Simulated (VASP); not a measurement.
A run of VASP 6.6.1 is set up as follows.

File INCAR:

```
PREC = Accurate
ENCUT = 520
EDIFF = 1E-6
ISMEAR = -1
SIGMA = 0.05
LREAL = False
LASPH = True
NELM = 60
ALGO = Normal
ISIF = 2
LWAVE = False
LCHARG = False
MAGMOM = 0 0 0 0 0 0
LORBIT = 11
LSORBIT = True
GGA_COMPAT = False
LMAXMIX = 4
```

File KPOINTS:

```
regular mesh
0
Gamma
  6 6 6
```

POSCAR

```
InPd
1.0
    3.2718847800      0.0000000000      0.0000000000
    0.0000000000      3.2718847800      0.0000000000
    0.0000000000      0.0000000000      3.2718847800
In Pd
1 1
Direct
    0.0000000000      0.0000000000      0.0000000000
    0.5000000000      0.5000000000      0.5000000000
```

File KPOINTS_OPT:

```
path GXMGRX,MR
15
line-mode
reciprocal
 0.0000000000  0.0000000000  0.0000000000  G
 0.0000000000  0.5000000000  0.0000000000  X

 0.0000000000  0.5000000000  0.0000000000  X
 0.5000000000  0.5000000000  0.0000000000  M

 0.5000000000  0.5000000000  0.0000000000  M
 0.0000000000  0.0000000000  0.0000000000  G

 0.0000000000  0.0000000000  0.0000000000  G
 0.5000000000  0.5000000000  0.5000000000  R

 0.5000000000  0.5000000000  0.5000000000  R
 0.0000000000  0.5000000000  0.0000000000  X

 0.5000000000  0.5000000000  0.0000000000  M
 0.5000000000  0.5000000000  0.5000000000  R
```

Potentials or basis: VASP PAW LDA potentials, release 64 (In_d, Pd).

Launch:

```sh
$ cat potpaw_LDA.64/In_d/POTCAR potpaw_LDA.64/Pd/POTCAR > POTCAR
$ mpirun -np 1 vasp_ncl > vasp.out
```

Q: What does it give for the pressure?

A: -6.5 GPa.
